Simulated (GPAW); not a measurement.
Write an ASE script for GPAW 26.7.0 that does the following.

* Task: equation of state
* Functional: PBE
* Potentials or basis: GPAW PAW data sets (gpaw-data 1.2.1)
* Cutoff: 600 eV
* Basis: pw
* k mesh: 9 × 9 × 9
* Occupations: fermi-dirac, width 0.05 eV
* Spin: no spin polarisation
* Maxiter: 150
* Eos scales: [0.94, 0.96, 0.98, 1.0, 1.02, 1.04, 1.06]

Crystal: P.

```
CELL_PARAMETERS angstrom
1.72573 0.99635 3.12968
-1.72573 0.99635 3.12968
0.00000 -1.99270 3.12968
ATOMIC_POSITIONS crystal
P 0.77292 0.77292 0.77292
P 0.22708 0.22708 0.22708
```

This isn't the form of P at room conditions, which is orthorhombic.

One way to write it, as run:

run.py

```python
from ase import Atoms
from ase.eos import EquationOfState
from ase.io import Trajectory
from ase.units import GPa
from gpaw import GPAW, PW

atoms = Atoms(['P', 'P'],
              cell=[[1.725725178, 0.9963478961, 3.1296800121],
                    [-1.725725178, 0.9963478961, 3.1296800121],
                    [0.0, -1.9926957921, 3.1296800121]],
              scaled_positions=[[0.77291975, 0.77291975, 0.77291975],
                                [0.22708025, 0.22708025, 0.22708025]],
              pbc=True)

traj = Trajectory('eos.traj', 'w')
volumes, energies = [], []
for x in [0.94, 0.96, 0.98, 1.0, 1.02, 1.04, 1.06]:
    a = atoms.copy()
    a.set_cell(atoms.cell * x**(1 / 3), scale_atoms=True)
    calc = GPAW(mode=PW(600),
                xc='PBE',
                kpts={'size': (9, 9, 9), 'gamma': True},
                occupations={'name': 'fermi-dirac', 'width': 0.05},
                nbands=13,
                convergence={'density': 1e-05, 'energy': 1e-05},
                maxiter=150,
                txt=f'eos-{x:.2f}.txt')
    a.calc = calc
    energies.append(a.get_potential_energy(force_consistent=True))
    volumes.append(a.get_volume())
    p = -a.get_stress()[:3].mean() / GPa
    calc.write(f'eos-{x:.2f}.gpw')
    traj.write(a)
    print(f'{x:.2f} {volumes[-1]:10.4f} A^3 {energies[-1]:14.6f} eV {p:9.3f} GPa', flush=True)

v0, e0, B = EquationOfState(volumes, energies, eos='birchmurnaghan').fit()
print(f'V0 = {v0:.4f} A^3, E0 = {e0:.6f} eV, B0 = {B / GPa:.2f} GPa')
```

Potentials or basis: GPAW PAW data sets (gpaw-data 1.2.1), pw.

Launch:

```console
$ OMP_NUM_THREADS=1 python run.py
```

It gave:

```
Equilibrium volume                        : 16.54 Å³/atom
Bulk modulus at fixed shape and positions : 85 GPa
Pressure derivative of the bulk modulus   : 3.6 (rough: it moves with the points fitted)
```

Caveat: the cell was scaled at fixed shape and fractional positions, which overstates the stiffness of a crystal with free parameters, most of all of layers and chains.

Wall time 3 min on 1 thread of Arm Neoverse V1 (shared host), peak memory 0.28 GiB.
